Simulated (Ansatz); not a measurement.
## Al$_{3}$GaN$_{4}$: moving Ga off its site

Al$_{3}$GaN$_{4}$, P-43m, a = 4.407 Å. The structure is a Materials Project entry; whether it is the stable form wasn't checked. Ansatz: PBEsol, PAW, 420 eV, Γ-centred 6×6×6 mesh on 8 atoms, Gaussian smearing 0.05 eV; no spin polarisation.

```yaml
crystal:
  lattice:
    - [4.40699, 0.00000, 0.00000]
    - [0.00000, 4.40699, 0.00000]
    - [0.00000, 0.00000, 4.40699]
  atoms:
    - { symbol: Al, position: [0.50000, 0.50000, 0.00000] }
    - { symbol: Al, position: [0.50000, 0.00000, 0.50000] }
    - { symbol: Al, position: [0.00000, 0.50000, 0.50000] }
    - { symbol: Ga, position: [0.00000, 0.00000, 0.00000] }
    - { symbol: N, position: [0.74471, 0.74471, 0.25529] }
    - { symbol: N, position: [0.74471, 0.25529, 0.74471] }
    - { symbol: N, position: [0.25529, 0.74471, 0.74471] }
    - { symbol: N, position: [0.25529, 0.25529, 0.25529] }
```

Atom 4 (Ga) moves by x along the unit vector (0.707, 0.707, 0.000), with its periodic images; all else is held. y is the free energy of the cell over the start, F the force along the path summed over the moved atoms. Symmetry makes y even in x.

| x (Å) | y (meV) | F (eV/Å) |
| --- | --- | --- |
| -0.2000 | 370.7 | 3.81 |
| -0.0667 | 40.2 | 1.21 |
| 0.0000 | 0.0 | 0.00 |
| 0.0333 | 10.0 | -0.60 |
| 0.1000 | 90.8 | -1.83 |
| 0.1333 | 162.2 | -2.46 |
| 0.1667 | ? | ? |

Problem. Fit y = c2 x² + c4 x⁴ to the energies of the other rows, give the force constant, and predict energy and force of the missing row.

Solution. Least squares on the rows shown. y = 9016.2 x² + 6283.1 x⁴. The force constant is 2 c2 = 18.0 eV/Å² (for all images moving together, not for a lone atom). The force −dy/dx at the missing row is -3.12 eV/Å (computed -3.12). At x = 0.1667 the fit asked for gives 255.4 meV. The run gave 255.4 meV, the same to the digits shown.

The energy rises steeply and almost parabolically as Ga leaves its site, with a force constant of 18.0 eV/Å² and no sign of an off-centre minimum along this line. Ga sits in a tetrahedron of N, held by polar covalent bonds of sp³ character. Motion along this direction compresses one Ga–N bond and stretches another, while the remaining two lie perpendicular to the path and are mainly bent. The positive quartic term probably reflects short-range repulsion in the compressed bond, which grows faster than the stretched bond softens.

The evenness of the curve doesn't mean that the site has inversion symmetry. A tetrahedral site allows a cubic term proportional to the product xyz of the Cartesian displacements, and this vanishes here because one component is zero. The harmonic curvature is isotropic by symmetry, so the restoring force for small displacements holds in every direction for this rigid sublattice motion. The quartic coefficient doesn't carry over in the same way, and along a body diagonal the two senses of displacement would be inequivalent.
